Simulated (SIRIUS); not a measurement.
# Mo under changes of volume

One of the cells (16.209 Å³/atom); the others are scaled copies at fixed shape and fractional positions:

```
CELL_PARAMETERS angstrom
-1.59430 1.59430 1.59430
1.59430 -1.59430 1.59430
1.59430 1.59430 -1.59430
ATOMIC_POSITIONS crystal
Mo 0.00000 0.00000 0.00000
```

```yaml
Program: SIRIUS 7.10.0
Functional: PBEsol
Potentials_or_basis: PseudoDojo 0.4.1 PBEsol standard (scalar relativistic)
Cutoff: 1102 eV
Density_cutoff: 4408 eV
k_mesh: 12 × 12 × 12
Occupations: fermi-dirac, width 0.05 eV
Spin: no spin polarisation
```

```csv
volume (Å³/atom),energy over the lowest point (meV/atom),pressure (GPa)
14.938,9.11,7.9
15.256,0.00,1.5
15.574,2.85,-4.2
16.209,39.61,-13.9
16.527,71.40,-18.1
16.845,?,?
```

**Question.** What does the run at 16.845 Å³/atom give?

**Answer.** Energy over the lowest point 110.91 meV/atom; pressure -21.7 GPa.

Worked out: A Birch-Murnaghan fit of order 3 (a polynomial in V^(-2/3)) to the other rows has its minimum at 15.33 Å³/atom with B0 = V·E''(V) = 283 GPa and B' = 4.4. It gives 110.91 meV/atom at 16.845 Å³/atom, against the run's 110.91, and -dE/dV = -21.7 GPa, against -21.7.

Energies are extrapolated to zero smearing.
